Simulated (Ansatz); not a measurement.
## GaAs: stiffness from a series of strains

```
CELL_PARAMETERS angstrom
0.00000 2.82685 2.82685
2.82685 0.00000 2.82685
2.82685 2.82685 0.00000
ATOMIC_POSITIONS crystal
Ga 0.00000 0.00000 0.00000
As 0.75000 0.75000 0.75000
```

Atoms are numbered in the order listed.

The cell is COD entry 9008845, as deposited and not checked against the literature; nothing was relaxed.

Level of theory: DFT, PBE, all-electron LAPW, scalar-relativistic (Ansatz 0.2.0).

The runs use a Γ-centred 11×11×11 k mesh, Fermi–Dirac smearing of 0.05 eV, basis error target 0.5 meV/atom, no spin polarisation.

The strain is applied along the Cartesian axes of the cell as listed (the other components stay zero). Fractional coordinates are held (clamped ions).

σ is the change of stress from the unstrained cell, which is at 3.29 GPa; tension is positive, so slopes are stress–strain coefficients at that pressure.

Only quantities that a quadratic follows smoothly over the whole series are listed; rougher ones are left out.

```
    εzz  σzz (GPa)  σxx (GPa)
-0.0300      -3.57      -1.89
-0.0100      -1.16      -0.58
 0.0000       0.00       0.00
 0.0100       1.14       0.54
 0.0200       2.24       1.04
 0.0300       3.32       1.50
```

Fit the series and read off the stiffness at zero strain.

Least-squares fits y = p0 + p1 x + p2 x² to the rows give σzz (GPa): p1 = 115, p2 = -140; σxx (GPa): p1 = 56.4, p2 = -220. So C11 = 115 GPa and C12 = 56 GPa, which gives B = (C11 + 2 C12)/3 = 76 GPa.

One run, at εzz = -0.0200, is withheld. Predict its row.

The fits give -2.35, -1.22; the run gave -2.36, -1.21.
